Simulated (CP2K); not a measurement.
Runs of CP2K 2026.2 on GaN. The structure is cubic, space group F-43m (No. 216). Conventional cell: a = 4.507 Å, b = 4.507 Å, c = 4.507 Å, α = 90.00°, β = 90.00°, γ = 90.00°. Around Ga (site symmetry -43m) lie 4 N at 1.95 Å. N (site symmetry -43m) is surrounded by 4 Ga at 1.95 Å. The cell is a database's computed one.

| task | level | potentials or basis | smearing | EPS_DEFAULT | NGRIDS | CUTOFF of the grids | points a segment of the path (NPOINTS) | bands added on the path | gap on the mesh (eV) | pressure (GPa) |
| --- | --- | --- | --- | --- | --- | --- | --- | --- | --- | --- |
| band structure | TB-mBJ | POTENTIAL_UZH Ga GTH-PBE-q13, N GTH-PBE-q5; TZVP-MOLOPT-PBE-GTH basis | fermi-dirac 0.1 eV | 1.0E-9 | 4 | 675 Ry | 10 | 2 | (a) | - |
| band structure | PBEsol | POTENTIAL_UZH Ga GTH-PBE-q13, N GTH-PBE-q5; TZVP-MOLOPT-PBE-GTH basis | fermi-dirac 0.1 eV | 1.0E-10 | 4 | 450 Ry | 8 | 2 | 1.59 | 1.7 |
| single point | PBEsol | POTENTIAL_UZH Ga GTH-PBE-q13, N GTH-PBE-q5; TZVP-MOLOPT-PBE-GTH basis | fermi-dirac 0.05 eV | 1.0E-10 | 4 | 450 Ry | - | - | 1.59 | 1.7 |
| band structure | LDA | GTH_POTENTIALS Ga GTH-PADE-q13, N GTH-PADE-q5; TZVP-MOLOPT-PBE-GTH basis | fermi-dirac 0.05 eV | 1.0E-9 | 4 | 450 Ry | 10 | 6 | 1.68 | (b) |
| band structure | r2SCAN | POTENTIAL_UZH Ga GTH-SCAN-q13, N GTH-SCAN-q5; TZVP-MOLOPT-SCAN-GTH basis | fermi-dirac 0.05 eV | 1.0E-9 | 5 | 675 Ry | 10 | 4 | 2.02 | 0.4 |

Alike in all rows: no spin polarisation; cell as given; k mesh 10 × 10 × 10.

Q: Estimate the missing entries.

A: (a) 1.46; (b) -4.2.

Caveats: the basis of atomic orbitals isn't converged, which shifts pressures, moduli and gaps; the potentials were made for another functional, which shifts forces and pressure (some runs); this is a model potential without an energy functional, so only levels have meaning (some runs).

A k mesh can miss the band edges, and the runs leave out spin-orbit coupling on Ga.

Runs at the PBE level aren't shown here.
